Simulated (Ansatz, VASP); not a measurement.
**Two plane-wave programs on TiB2**

```
CELL_PARAMETERS angstrom
-1.51602 -2.62583 0.00000
1.51602 -2.62583 0.00000
-0.60641 -1.05033 10.02026
ATOMIC_POSITIONS crystal
Ti 0.64615 0.00000 0.88463
Ti 0.90350 0.00000 0.24125
Ti 0.77482 0.00000 0.56294
B 0.63450 0.66667 0.08041
B 0.50583 0.66667 0.40210
B 0.37715 0.66667 0.72379
B 0.30117 0.33333 0.08041
B 0.17249 0.33333 0.40210
B 0.04382 0.33333 0.72379
```

Alike in both runs: task single point; functional PBE; k mesh 15 × 15 × 4; occupations gaussian, width 0.15 eV; no spin polarisation.

```csv
,VASP,Ansatz
version,VASP 6.6.1,Ansatz 0.2.0
potentials or method,"VASP PAW PBE potentials, release 64 (Ti_sv, B)","scalar-relativistic, plane waves, PAW"
plane-wave cutoff (eV),520,520
valence electrons in the cell,54,54
```

```tsv
	VASP	Ansatz	Ansatz less VASP
gap on the k mesh at the Fermi level (eV)	none	none	-
pressure (GPa)	1.5	1.4	-0.14
largest component of the traceless stress (GPa)	4.00	4.00	0.000
rms of the force components (eV/Å)	0.578	0.579	+0.0010
```

Atom by atom the forces differ by 0.002 eV/Å (rms over components). A gap of «none» marks a metal or a gap that the smearing closes.

Caveats: forces of over 1 eV/Å show positions far from the minimum, so gaps and moduli don't describe the material at rest.
